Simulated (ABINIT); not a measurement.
# Ge (P1) in ABINIT: single point with PBEsol

Aim: the single point of Ge with PBEsol.

All numbers are computed with ABINIT 10.8.3 (patched build); they aren't measurements. Logs are shortened: lines on timing, memory, paths and dates and some standing lists are left out, and cuts for length are marked. The log counts tension as positive stress, the text compression.

## (1) The cell of the first run

The typed cell holds 4 atoms: a = 3.729 Å, b = 4.206 Å, c = 6.405 Å, α = 110.93°, β = 123.75°, γ = 85.93°.

## (2) Single point, PBEsol (cell stretched)

The input, run.abi:

```
pp_dirpath "./"
pseudos "Ge.upf"

acell 3*1.0 Angstrom
rprim
     2.4668545993    -2.6950121397    -0.7452558632
    -2.4818155291    -3.0804433768     1.4303085788
    -2.9845489436     3.4377019336    -4.5050796510
ntypat 1
znucl 32
natom 4
typat 1 1 1 1
xred
     0.7213419100     0.7051757600     0.0342245700
     0.3010783400     0.7107773100     0.5092172700
     0.7560276300     0.3064193400     0.5014726300
     0.2215521200     0.2776276000     0.9550855400
chkprim 0
chksymtnons 0
tolsym 1.0e-6

ecut 35.0

kptopt 1
ngkpt 7 5 4
nshiftk 1
shiftk 0.0 0.0 0.0

ixc -116133

nband 34
occopt 3
tsmear 0.00183747

nstep 100
tolvrs 1.0e-10

iomode 3
prtwf 0
prteig 0
prtebands 0
prtvol 2
prtden 1
prtvha 1
prtvclmb 1
prtpot 1
prtelf 1
```

Potentials or basis: PseudoDojo NC SR PBEsol v0.4.1 standard.

On the command line:

```
> abinit run.abi > log 2>&1
```

run.abo:

```text
.Version 10.8.3 of ABINIT
 Symmetries : space group P1 (#  1); Bravais aP (primitive triclinic)
================================================================================
 Values of the parameters that define the memory need of the present run
     intxc =       0    ionmov =       0      iscf =       7    lmnmax =       6
     lnmax =       6     mgfft =      72  mpssoang =       3    mqgrid =    3001
     natom =       4  nloc_mem =       1    nspden =       1   nspinor =       1
    nsppol =       1      nsym =       1    n1xccc =    2501    ntypat =       1
    occopt =       3   xclevel =       2
       mpw =        5161          nfft =      129600          nkpt =          71
================================================================================
================================================================================

--------------------------------------------------------------------------------
------------- Echo of variables that govern the present computation ------------
--------------------------------------------------------------------------------
 -outvars: echo values of preprocessed input variables --------
            acell      1.8897261259E+00  1.8897261259E+00  1.8897261259E+00 Bohr
              amu      7.26100000E+01
          chkprim           0
      chksymtnons           0
             ecut      3.50000000E+01 Hartree
              ixc     -116133
         kptrlatt        7    0    0      0    5    0      0    0    4
          kptrlen      3.97453055E+01
            natom           4
            nband          34
            ngfft          40      45      72
             nkpt          71
            nstep         100
             nsym           1
           ntypat           1
           occopt           3
        prtebands           0
           prteig           0
           prtelf           1
           prtpot           1
         prtvclmb           1
           prtvha           1
           prtvol           2
            prtwf           0
            rprim      2.4668545993E+00 -2.6950121397E+00 -7.4525586320E-01
                      -2.4818155291E+00 -3.0804433768E+00  1.4303085788E+00
                      -2.9845489436E+00  3.4377019336E+00 -4.5050796510E+00
          spgroup           1
           tolsym      1.00000000E-06
           tolvrs      1.00000000E-10
           tsmear      1.83747000E-03 Hartree
            typat      1  1  1  1
           xangst     -7.2815447800E-02 -3.9986253332E+00  3.1685023742E-01
                      -2.5410855432E+00 -1.2503818446E+00 -1.5018138751E+00
                      -3.9213564828E-01 -1.2574976374E+00 -2.3843339542E+00
                      -2.9929831622E+00  1.8309976530E+00 -4.0707563097E+00
            xcart     -1.3760125408E-01 -7.5563067599E+00  5.9876017165E-01
[... 598 lines left out ...]
   2.00000    2.00000    2.00000    2.00000    2.00000    2.00000    2.00000    2.00000
   2.00000    2.00000    2.00000    2.00000    0.00000    0.00000    0.00000    0.00000
   0.00000    0.00000
 kpt#   2, nband= 34, wtk=  0.01429, kpt=  0.1429  0.0000  0.0000 (reduced coord)
  -0.72659   -0.72324   -0.72190   -0.72114   -0.72099   -0.71980   -0.71899   -0.71818
  -0.71735   -0.71675   -0.71570   -0.71498   -0.71435   -0.71387   -0.71352   -0.71220
  -0.71189   -0.71149   -0.71068   -0.70882   -0.28928   -0.14007   -0.02950    0.01030
   0.04029    0.08218    0.13039    0.13887    0.17506    0.29606    0.30643    0.33938
[... 820 lines left out ...]
   2.00000    2.00000    2.00000    2.00000    2.00000    2.00000    2.00000    2.00000
   2.00000    2.00000    2.00000    2.00000    0.00418    0.00000    0.00000    0.00000
   0.00000    0.00000
 kpt#  71, nband= 34, wtk=  0.01429, kpt= -0.1429  0.4000  0.5000 (reduced coord)
  -0.72552   -0.72183   -0.72148   -0.72058   -0.72041   -0.71885   -0.71836   -0.71776
  -0.71740   -0.71703   -0.71608   -0.71538   -0.71477   -0.71461   -0.71394   -0.71293
  -0.71233   -0.71187   -0.71163   -0.70952   -0.21836   -0.19967   -0.13270   -0.01417
   0.07998    0.11268    0.13827    0.17857    0.24164    0.27999    0.29971    0.31994
   0.35911    0.39959
      occupation numbers for kpt#  71
   2.00000    2.00000    2.00000    2.00000    2.00000    2.00000    2.00000    2.00000
   2.00000    2.00000    2.00000    2.00000    2.00000    2.00000    2.00000    2.00000
   2.00000    2.00000    2.00000    2.00000    2.00000    2.00000    2.00000    2.00000
   2.00000    2.00000    2.00000    1.97685    0.00000    0.00000    0.00000    0.00000
   0.00000    0.00000
 Total charge density [el/Bohr^3]
)     Maximum=    2.0298E+00  at reduced coord.    0.8000    0.7778    0.0556
)Next maximum=    2.0277E+00  at reduced coord.    0.3000    0.2889    0.0278
)     Minimum=    6.6186E-04  at reduced coord.    0.7500    0.3111    0.5000
)Next minimum=    9.4486E-04  at reduced coord.    0.3000    0.7111    0.5139
   Integrated=    5.6000E+01

--- !EnergyTerms
iteration_state     : {dtset: 1, }
comment             : Components of total free energy in Hartree
kinetic             :  2.68076048891204E+02
hartree             :  9.51594113429985E+01
xc                  : -8.63930966654350E+01
Ewald energy        : -2.17637636629777E+02
psp_core            :  1.33148325077606E+01
local_psp           : -2.40523830084731E+02
non_local_psp       : -1.88735060866584E+02
internal            : -3.56739331504564E+02
'-kT*entropy'       : -7.17125960709969E-04
total_energy        : -3.56740048630525E+02
total_energy_eV     : -9.70739125269525E+03
band_energy         : -2.88390073543858E+01
...

 Cartesian components of stress tensor (hartree/bohr^3)
  sigma(1 1)= -1.40412646E-04  sigma(3 2)= -3.03361961E-05
  sigma(2 2)= -4.25190414E-05  sigma(3 1)=  9.95086192E-05
  sigma(3 3)= -1.22097569E-04  sigma(2 1)=  3.58849635E-05

-Cartesian components of stress tensor (GPa)         [Pressure=  2.9914E+00 GPa]
- sigma(1 1)= -4.13108266E+00  sigma(3 2)= -8.92521703E-01
- sigma(2 2)= -1.25095339E+00  sigma(3 1)=  2.92764465E+00
- sigma(3 3)= -3.59223449E+00  sigma(2 1)=  1.05577208E+00

== END DATASET(S) ==============================================================
================================================================================

 -outvars: echo values of variables after computation  --------
            acell      1.8897261259E+00  1.8897261259E+00  1.8897261259E+00 Bohr
           etotal     -3.5674004863E+02
            fcart     -9.3389916429E-03 -2.3947035084E-02  4.9358034817E-03
                      -3.3070935210E-02  2.0992974818E-03  4.6238043657E-03
                       3.6129161388E-02 -4.4580988502E-03  3.8637488347E-03
                       6.2807654653E-03  2.6305836452E-02 -1.3423356682E-02
            rprim      2.4668545993E+00 -2.6950121397E+00 -7.4525586320E-01
                      -2.4818155291E+00 -3.0804433768E+00  1.4303085788E+00
                      -2.9845489436E+00  3.4377019336E+00 -4.5050796510E+00
           strten     -1.4041264552E-04 -4.2519041398E-05 -1.2209756871E-04
                      -3.0336196093E-05  9.9508619192E-05  3.5884963546E-05
           xangst     -7.2815447800E-02 -3.9986253332E+00  3.1685023742E-01
                      -2.5410855432E+00 -1.2503818446E+00 -1.5018138751E+00
                      -3.9213564828E-01 -1.2574976374E+00 -2.3843339542E+00
                      -2.9929831622E+00  1.8309976530E+00 -4.0707563097E+00
             xred      7.2134191000E-01  7.0517576000E-01  3.4224570000E-02
                       3.0107834000E-01  7.1077731000E-01  5.0921727000E-01
                       7.5602763000E-01  3.0641934000E-01  5.0147263000E-01
                       2.2155212000E-01  2.7762760000E-01  9.5508554000E-01
 Calculation completed.
```

It took 7.8 min on 1 thread of Intel Xeon Platinum 8488C (Sapphire Rapids), shared host; peak memory 0.27 GiB.

Results:

* Free energy: -9707.3913 eV
* Pressure: 3.0 GPa
* Largest force: 1.882 eV/Å
* Band gap on the k mesh: none (metal or under the smearing width)
* Valence electrons inside the program's atomic spheres: Ge 11.51, 11.53 (radii [1.0584] Å)

Forces on the atoms (eV/Å):
```
Ge  -0.480 -1.231  0.254
Ge  -1.701  0.108  0.238
Ge   1.858 -0.229  0.199
Ge   0.323  1.353 -0.690
```

Stress tensor (GPa, compression positive):
```
 4.13 -1.06 -2.93
-1.06  1.25  0.89
-2.93  0.89  3.59
```
